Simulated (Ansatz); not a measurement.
Te2Mo:

```
CELL_PARAMETERS angstrom
3.51820 0.00000 0.00000
-1.75910 3.04685 0.00000
0.00000 0.00000 13.97360
ATOMIC_POSITIONS crystal
Te 0.66667 0.33333 0.37900
Te 0.33333 0.66667 0.87900
Te 0.66667 0.33333 0.12100
Te 0.33333 0.66667 0.62100
Mo 0.66667 0.33333 0.75000
Mo 0.33333 0.66667 0.25000
```

Base run:

| Property | Result |
| --- | --- |
| Program | Ansatz 0.2.0 |
| Functional | PBE |
| Potentials or basis | Ansatz PAW |
| Cutoff | 600 eV |
| Density cutoff | 2400 eV |
| k mesh | 9 × 9 × 2 |
| Occupations | fermi-dirac, width 0.05 eV |
| Spin | no spin polarisation |

Its results: band gap on the k mesh 0.78 eV, indirect (least direct gap 1.04 eV); pressure 2.9 GPa; largest force 0.174 eV/Å.

**Question.** The run is repeated on the same cell with these changes: functional from PBE to revPBE; cutoff from 600 eV to 420 eV (not typed: the program's choice for these potentials). What comes out?

**Answer.** Band gap on the k mesh 0.80 eV, indirect (least direct gap 1.04 eV); pressure 4.3 GPa; largest force 0.234 eV/Å.

revPBE binds less tightly than PBE, so the same cell stands under more pressure.

Caveats: spin-orbit coupling is left out, which moves the levels of the heavy elements; this functional lacks dispersion, which binds the layers, so the pressure and a relaxed spacing across them are unreliable; odd divisions of the mesh miss points on the zone boundary, where band edges often lie, so the gap on the mesh can be too wide (some runs); the k mesh misses the band edges, so the gap on the mesh is wider than the one along the path (some runs); the PAW data sets come from PBE, with cores solved anew for the run's functional, which leaves a small shift of forces and pressure (some runs).
